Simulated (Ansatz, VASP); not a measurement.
# InAs: VASP beside Ansatz, part 2 of 2

Wanted: the spread between two codes on one cell, functional and k mesh. The cell is taken from a series of runs on this material, whose earlier steps may have relaxed, scaled, displaced or heated it; both programs get it as it stands.

VASP 6.6.1 and Ansatz 0.2.0.

So far: Starting point; VASP: zone-centre phonons, LDA.

## (2) VASP: zone-centre phonons, LDA (continued)

Level of this step: LDA; plane waves and PAW (As, In_d) (VASP).

Numbers of over 12 decimals in the logs are rounded to 6 here.

Parts of OUTCAR (step 2):

```text
ion  position               nearest neighbor table
   1  0.753  0.753  0.747-   2 2.61   2 2.61   2 2.64   2 2.64
   2  0.997  0.997  0.003-   1 2.61   1 2.61   1 2.64   1 2.64

  LATTYP: Found a body centered orthorhombic cell.
 ALAT       =     4.2609314544
 B/A-ratio  =     1.0399501949
 C/A-ratio  =     1.3812720223

 Subroutine GETGRP returns: Found  2 space group operations
 (whereof  2 operations were pure point group operations)

The static configuration has the point symmetry C_1h.

   k-points           NKPTS =   1728   k-points in BZ     NKDIM =   1728   number of bands    NBANDS=     15

   dimension x,y,z NGX =    32 NGY =   32 NGZ =   32
   dimension x,y,z NGXF=    64 NGYF=   64 NGZF=   64

   ENCUT  =  500.0 eV  36.75 Ry    6.06 a.u.   7.76  7.76  8.08*2*pi/ulx,y,z

   NELECT =      18.0000    total number of electrons

 k-points in reciprocal lattice and weights: Points of the shifted mesh
   0.04166667  0.04166667  0.04166667       0.001
   0.04166667  0.04166667  0.12500000       0.001
   0.04166667  0.04166667  0.20833333       0.001
   0.04166667  0.04166667  0.29166667       0.001
   0.04166667  0.04166667  0.37500000       0.001
   0.04166667  0.04166667  0.45833333       0.001
   0.04166667  0.04166667  0.54166667       0.001
   0.04166667  0.04166667  0.62500000       0.001
   0.04166667  0.04166667  0.70833333       0.001
[...]
0.95833333  0.95833333  0.87500000       0.001
   0.95833333  0.95833333  0.95833333       0.001

 average (electrostatic) potential at core
       1 -53.1629       2 -96.1592

  Total       -0.4405559     -0.4405559      0.0480114     -0.4978991     -0.0026898     -0.0026898
  in kB      -12.7038735    -12.7038735      1.3844580    -14.3574234     -0.0775634     -0.0775629
  external PRESSURE =      -8.0077630 kB  Pullay stress =       0.0000000 kB

  energy-cutoff  :      500.00
  volume of cell :       55.56
      direct lattice vectors                 reciprocal lattice vectors
     0.060183641  3.073117166  2.942752704    -0.165951222  0.165951222  0.169908943
     3.073117166  0.060183641  2.942752704     0.165951222 -0.165951222  0.169908943
     3.133300807  3.133300807  0.000000000     0.159576125  0.159576125 -0.169908943

 POSITION                                       TOTAL-FORCE (eV/Angst)
 -----------------------------------------------------------------------------------
      4.69986      4.69986      4.43382         0.000046      0.000046      0.002581
      3.13340      3.13340      5.86582        -0.000046     -0.000046     -0.002581
 -----------------------------------------------------------------------------------
    total drift:                               -0.000003     -0.000003     -0.000425

 Eigenvectors and eigenvalues of the dynamical matrix
 ----------------------------------------------------

   1 f  =    6.464796 THz    40.619511 2PiTHz  215.642382 cm-1    26.736236 meV
             X         Y         Z           dx          dy          dz
      4.699855  4.699855  4.433816     0.550038   -0.550038   -0.000000
      3.133397  3.133397  5.865819    -0.444363    0.444363    0.000000

   2 f  =    6.265296 THz    39.366017 2PiTHz  208.987784 cm-1    25.911171 meV
             X         Y         Z           dx          dy          dz
      4.699855  4.699855  4.433816    -0.009413   -0.009413    0.778030
      3.133397  3.133397  5.865819     0.007620    0.007620   -0.627993

   3 f  =    6.223090 THz    39.100827 2PiTHz  207.579937 cm-1    25.736620 meV
             X         Y         Z           dx          dy          dz
      4.699855  4.699855  4.433816    -0.549721   -0.549721   -0.013332
      3.133397  3.133397  5.865819     0.444589    0.444589    0.010752

   4 f/i=    0.000356 THz     0.002240 2PiTHz    0.011890 cm-1     0.001474 meV
             X         Y         Z           dx          dy          dz
      4.699855  4.699855  4.433816     0.444363   -0.444363    0.000000
      3.133397  3.133397  5.865819     0.550038   -0.550038    0.000000

   5 f/i=    0.002380 THz     0.014953 2PiTHz    0.079383 cm-1     0.009842 meV
             X         Y         Z           dx          dy          dz
      4.699855  4.699855  4.433816    -0.002472   -0.002472   -0.628076
      3.133397  3.133397  5.865819    -0.003065   -0.003065   -0.778132

   6 f/i=    0.003648 THz     0.022924 2PiTHz    0.121698 cm-1     0.015089 meV
             X         Y         Z           dx          dy          dz
      4.699855  4.699855  4.433816     0.444648    0.444648   -0.003503
      3.133397  3.133397  5.865819     0.549793    0.549793   -0.004328

 ELASTIC MODULI CONTR FROM IONIC RELAXATION (kBar)
 Direction    XX          YY          ZZ          XY          YZ          ZX
 --------------------------------------------------------------------------------
 XX          -1.7207     -1.7169     -3.0781     19.7548     -0.8721      1.0967
 YY          -1.7169     -1.7207     -3.0781     19.6229     -1.7940      2.1461
 ZZ          -3.0781     -3.0781     -5.5125     35.2574     -2.2412      3.0279
 XY          19.7548     19.6229     35.2574   -227.8342      0.4919      0.6443
 YZ          -0.8721     -1.7940     -2.2412      0.4919   -216.0168     40.4713
 ZX           1.0967      2.1461      3.0279      0.6443     40.4713   -221.0959
 --------------------------------------------------------------------------------
```

## (3) Ansatz: zone-centre phonons, LDA

Ansatz runs on its PAW soft_1 files.

The same cell, functional (in two slightly different forms), mesh and smearing now go to Ansatz, which takes its cutoff from its data sets.

Contents of input.yaml:

```yaml
crystal:
  lattice:
    - [0.0601836408, 3.0731171664, 2.9427527035]
    - [3.0731171664, 0.0601836408, 2.9427527035]
    - [3.1333008072, 3.1333008072, 0.0]
  atoms:
    - { symbol: As, position: [0.7533449788, 0.7533449788, 0.7466243274] }
    - { symbol: In, position: [-0.0033449788, -0.0033449788, 0.0033756726] }
kpoints:
  mp_grid: { grid: [12, 12, 12], shift: [0.5, 0.5, 0.5] }
hamiltonian:
  xc: lda
  pseudopotentials: { kind: paw, azcp: { folder: soft_1 }, xc_functional: pbe }
scf:
  occupations: { method: gaussian, width: 0.015 }
output:
  eigenvalues: true
phonons:
  method: dfpt
```

The run is started by

```sh
$ ansatz run input.yaml --threads 4 --pin off --max-ram 10240MiB --backend cpu --events-out ev --progress --plain --runs-dir out
```

The log of the run:

```text
Engine: ansatz 0.2.0, aarch64-unknown-linux-gnu
Pseudopotentials: kind: paw
Pseudopotential: As, paw, valence charge 15, recommended cutoff 420 eV (normal), soft_1/As.paw.azcp
Pseudopotential: In, paw, valence charge 13, recommended cutoff 420 eV (normal), soft_1/In.paw.azcp
Functional definition: SPW92
  exchange = slater_x
  correlation = pw_c
Crystal: 2 atoms, lattice volume = 55.562 Å³
Basis set: ecut = 420 eV, 1081 PW (Γ), exchange–correlation on 60×60×60 points (8 copies of the dense FFT grid, shifted against one another)
Bands: 18, of which v1, the nominal top of the filled ones, is band 14 counted from 1 (13 counted from 0)
Symmetry: 2 space group operations
k-points: 864 of 1728 (irreducible under 1 space group operation, time reversal used)
Non-local potential: As, projectors of the file, l = 0: 2, l = 1: 2, l = 2: 3, l = 3: 1
Non-local potential: In, projectors of the file, l = 0: 2, l = 1: 2, l = 2: 2, l = 3: 1
PAW form: soft (Blöchl's): semilocal exchange-correlation on the pseudo side does not see the compensation charge
PAW frozen core: As, regenerated for the run's functional, and the local potential with it (the file was generated under x = pbe(κ = 0.804, μ = 0.219515), c = pbe(β = 0.066725))
PAW frozen core: In, regenerated for the run's functional, and the local potential with it (the file was generated under x = pbe(κ = 0.804, μ = 0.219515), c = pbe(β = 0.066725))
PAW one-centre angular grid: As, 590 points (default); XC on 64 Gauss nodes
PAW one-centre angular grid: In, 590 points (default); XC on 64 Gauss nodes
Initial density: superposition of atomic densities (chi_scale 0.1, normalization cell, long waves kept (reshape's long-wave potential 0.00 eV rms))
Initial wavefunctions: pseudopotential atomic-orbital guess
Functional: x = slater, c = lda
SCF iter   1: F=—  HF=-10231.407672 eV  |F-HF|=—  |Δ(HF+E_count)|=         —  Δρ=2.74e-2  dr2=3.73e-1  ethr=3.10e-3  ⟨swp⟩=6.0  Hψ=78244  notcnv=0
preconditioner: auto → none  [insulator: Δε(μ)=0.343 eV  Ē_g=14.630 eV  σ=0.015 eV  W_gap=1.00  n_scr=14 (ndim 8)  ℏωp=21.1 eV  f_vac=0.008  D(μ)=0.00/eV (n_scr^D=0)  ε∞_Penn≈3.1]
SCF iter   2: F=—  HF=-10231.300988 eV  |F-HF|=—  |Δ(HF+E_count)|=   1.07e-1  Δρ=1.22e-2  dr2=6.23e-2  ethr=1.33e-3  ⟨swp⟩=2.0  Hψ=25920  notcnv=0
SCF iter   3: F=—  HF=-10231.286231 eV  |F-HF|=—  |Δ(HF+E_count)|=   1.48e-2  Δρ=2.49e-3  dr2=7.77e-3  ethr=2.22e-4  ⟨swp⟩=3.2  Hψ=28433  notcnv=0
SCF iter   4: F=—  HF=-10231.283036 eV  |F-HF|=—  |Δ(HF+E_count)|=   3.19e-3  Δρ=6.57e-4  dr2=1.17e-4  ethr=2.77e-5  ⟨swp⟩=3.0  Hψ=34535  notcnv=0
SCF iter   5: F=—  HF=-10231.283058 eV  |F-HF|=—  |Δ(HF+E_count)|=   2.21e-5  Δρ=1.80e-4  dr2=6.17e-6  ethr=4.18e-7  ⟨swp⟩=3.0  Hψ=31011  notcnv=0
SCF iter   6: F=—  HF=-10231.283063 eV  |F-HF|=—  |Δ(HF+E_count)|=   5.20e-6  Δρ=2.48e-5  dr2=3.43e-7  ethr=2.20e-8  ⟨swp⟩=2.7  Hψ=28178  notcnv=0
SCF iter   7: F=—  HF=-10231.283063 eV  |F-HF|=—  |Δ(HF+E_count)|=   2.00e-7  Δρ=5.95e-6  dr2=1.94e-8  ethr=1.23e-9  ⟨swp⟩=2.0  Hψ=23391  notcnv=0
SCF iter   8: F=—  HF=-10231.283063 eV  |F-HF|=—  |Δ(HF+E_count)|=   8.49e-9  Δρ=5.24e-7  dr2=7.53e-11  ethr=6.94e-11  ⟨swp⟩=2.0  Hψ=23215  notcnv=0
SCF iter   9: F=—  HF=-10231.283063 eV  |F-HF|=—  |Δ(HF+E_count)|=  4.00e-11  Δρ=1.79e-7  dr2=1.52e-11  ethr=1.00e-12  ⟨swp⟩=6.0  Hψ=70868  notcnv=0
SCF iter  10: F=-10231.283063 eV  HF=-10231.283063 eV  |F-HF|=0.00e0  |Δ(HF+E_count)|=  7.28e-12  Δρ=5.85e-8  dr2=6.38e-13  ethr=1.00e-12  ⟨swp⟩=5.8  Hψ=68167  notcnv=0
SCF 1 converged in 10 iterations: F = -10231.283063 eV  dr2 = 6.38e-13
  greatest PAW one-centre occupation: 0.999 electrons in one spin orbital (limit 2), on the As atom at site 0 (counted from 0), in its partial waves of l = 2
DFPT response loops at Γ: preconditioner auto → none (the input reference at scf.mixing.eps_inf says where Resta's filter doesn't serve); β = 0.50; Broyden in place of MSR1
SCF converged after 10 iterations
Free energy (F): -10231.283063 eV
Harris-Foulkes:  -10231.283063 eV  (|F-HF|=0.00e0)
Internal energy: -10231.283063 eV  (E = F + TS)
E sigma→0 (E₀):  -10231.283063 eV
Fermi energy:    7.455357 eV
--- Per-component energies (eV) ---
  E_band       = -328.766461
  E_kinetic    = 318.058275
  E_local      = -3490.951728  (includes V_loc(G=0)·N_el)
  E_nonlocal   = -59.485879
  E_hartree    = 1732.624891
  E_xc         = -212.151711
  E_vxc        = -164.441801  (∫ρ·V_xc dr)
  E_paw        = -6001.791039  (= ΣΔE_a)
  E_vpaw       = -397.195171  (= ΣTr[D̂ρ^β])
  E_aug_tail   = 0.000082  (compensation charges beyond the density's cutoff)
  E_ewald      = -2519.945719
  E_core_change = 2.359764  (= ΣΔE_core)
  E_smearing   = -0.000000  (= −TS)
  E_closure    = -0.000000  (closes the sum)
  Σ components = -10231.283063   (vs F -10231.283063, Δ=0.00e0)
--- Band table (eV; the first three rows and the last of 864) ---
  k-point 0: bands = [... 10 lower, -4.5887, 6.3884, 7.2642, 7.3210, 7.5897, 11.0050, 11.1294, 11.3852]
  k-point 1: bands = [... 10 lower, -4.5003, 5.5064, 7.0836, 7.2625, 8.2044, 11.0603, 11.4171, 11.4590]
  k-point 2: bands = [... 10 lower, -4.2829, 4.3743, 6.7724, 7.0501, 8.6259, 11.4734, 11.6882, 11.7966]
  k-point 863: bands = [... 10 lower, -3.0826, 1.5397, 5.9183, 6.3513, 8.0438, 11.6436, 12.0616, 14.0243]
--- Phonons (Γ-DFPT): 4 representative perturbations + reference, on 864 of 1728 k-points (Σ response iterations 12) ---
  k mesh reduced under 1 symmetry operation, with k and −k counted as one. Each operation leaves every solved perturbation unchanged. A smaller set is not used because it would not reduce the number of displacements times k-points to solve
  ASR residual: 8.556e-5 → 0.000e0 eV/Å²; symmetrization residual: 2.184e-5 eV/Å²
  ASR residual per site (eV/Å²): 6.57e-5 8.56e-5
  Γ frequencies (cm⁻¹): 0.00 0.00 0.00 206.43 208.14 214.66
  non-analytic LO–TO correction: not included (Born effective charges unavailable; polar crystals: no LO–TO splitting at Γ)
```

## (4) Differences

Known differences besides the potentials themselves: the two LDA forms differ slightly; the data sets hold 28 valence electrons in Ansatz (on its PAW soft_1 files) and 18 in VASP; the cutoff is 420 eV in Ansatz and 500 eV in VASP; VASP's log shows a relativistic correction to its local exchange, Ansatz's none. Total energies have different zeros and are not compared.

Both answers:

```
             quantity  Ansatz   VASP  difference
optical mode 1 (cm⁻¹)   206.4  207.6     -0.55 %
optical mode 2 (cm⁻¹)   208.1  209.0     -0.41 %
optical mode 3 (cm⁻¹)   214.7  215.6     -0.46 %
```

Modes are paired by rising frequency, not by their patterns, so a pair may set unlike modes beside each other; they are those without the splitting of longitudinal modes.

## (5) Outcome

| Item | Value |
| --- | --- |
| r.m.s. difference of the optical zone-centre modes, each program's sorted by frequency (zone-centre phonons, LDA) | 1.0 cm⁻¹ |
| difference in optical mode 1 (zone-centre phonons, LDA) | -0.6 % |

The r.m.s. difference of the optical zone-centre modes, each program's sorted by frequency is 1.0 cm⁻¹ (zone-centre phonons, LDA). The data sets hold unlike numbers of valence electrons (28 in Ansatz and 18 in VASP), so part of the differences comes from the potentials. Among the rows given in per cent, the largest difference of the zone-centre phonons, LDA pair is in optical mode 1, -0.6 %. How closely two codes agree says nothing of how well the functional describes the real material.

[Lines on the potential files, build, host, timing and source positions are cut from VASP's logs without a mark.]

[Logs are printed without paths, hosts, clocks, repeated set-up lines and the standing remarks that a program may print on its own settings, such as how far it seeks lower states.]

[Hosts, paths, dates, database ids (printed as entryN), source tags and the programs' standing remarks are cut or masked in the printed files.]
